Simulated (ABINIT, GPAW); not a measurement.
Given: the input of a run of ABINIT 10.8.3 (patched build) on Te (Tellurium). 

File run.abi:

```
# Pseudopotentials
pp_dirpath "./"
pseudos "Te.GGA_PBE-JTH.xml"

# Structure
structure "poscar:POSCAR"
natom 3

# Plane-wave basis
ecut 15.0
pawecutdg 30.0

# k points
kptopt 1
ngkpt 7 7 5
nshiftk 1
shiftk 0.0 0.0 0.0

# Exchange and correlation
ixc 11

# Bands and occupations
nband 13
occopt 3
tsmear 0.05 eV

# SCF cycle
nstep 100
tolvrs 1.0e-9

# Output
iomode 3
prtwf 0
prtden 0
prteig 0
prtebands 0
```

Contents of POSCAR:

```
Te
1.0
    4.4540000000      0.0000000000      0.0000000000
   -2.2270000000      3.8572771485      0.0000000000
    0.0000000000      0.0000000000      5.9240000000
Te
3
Direct
    0.7310000000      0.7310000000      0.0000000000  Te
    0.0000000000      0.2690000000      0.6666666667  Te
    0.2690000000      0.0000000000      0.3333333333  Te
```

Potentials or basis: JTH PAW PBE v2.0.

The run is started by

```sh
$ abinit run.abi > log 2>&1
```

**Question.** Set up the same calculation for GPAW 26.7.0 (ASE script). Potentials or basis there: GPAW PAW data sets (gpaw-data 1.2.1), cutoff 600 eV.

**Answer.** As run (cutoffs and basis follow the program's own potentials, and thresholds, step limits or extra output files can differ):

The input run.py:

```python
from ase import Atoms
from ase.dft.bandgap import bandgap
from ase.io import write
from ase.units import Bohr, GPa
from gpaw import GPAW, PW
from gpaw.elf import elf_from_dft_calculation

atoms = Atoms(['Te', 'Te', 'Te'],
              cell=[[4.454, 0.0, 0.0],
                    [-2.227, 3.8572771485, 0.0],
                    [0.0, 0.0, 5.924]],
              scaled_positions=[[0.731, 0.731, 0.0],
                                [0.0, 0.269, 0.6666666667],
                                [0.269, 0.0, 0.3333333333]],
              pbc=True)

calc = GPAW(mode=PW(600),
            xc='PBE',
            kpts={'size': (7, 7, 5), 'gamma': True},
            occupations={'name': 'fermi-dirac', 'width': 0.05},
            nbands=19,
            convergence={'density': 1e-05, 'energy': 1e-05},
            maxiter=150,
            txt='gpaw.txt')
atoms.calc = calc
energy = atoms.get_potential_energy()
forces = atoms.get_forces()
stress = atoms.get_stress()
calc.write('gs.gpw')
write('result.traj', atoms)
print(f'Energy: {energy:.6f} eV')
print('Forces (eV/A):')
print(forces.round(4))
print('Stress (GPa):', (stress / GPa).round(3))
print('Fermi level:', round(calc.get_fermi_level(), 4), 'eV')
print(f'Gap: {bandgap(calc)[0]:.4f} eV, direct: {bandgap(calc, direct=True)[0]:.4f} eV')

# fields on the real-space grid
write('density.cube', atoms, data=calc.get_pseudo_density() * Bohr**3)
write('potential.cube', atoms, data=calc.get_electrostatic_potential())
write('elf.cube', atoms, data=elf_from_dft_calculation(calc).data)
```

Potentials or basis: GPAW PAW data sets (gpaw-data 1.2.1), pw.

Run with:

```console
$ OMP_NUM_THREADS=1 python run.py
```

Both were run:

|  | ABINIT | GPAW |
| --- | --- | --- |
| Pressure | 1.5 GPa | 1.1 GPa |

Pressure is positive in compression.
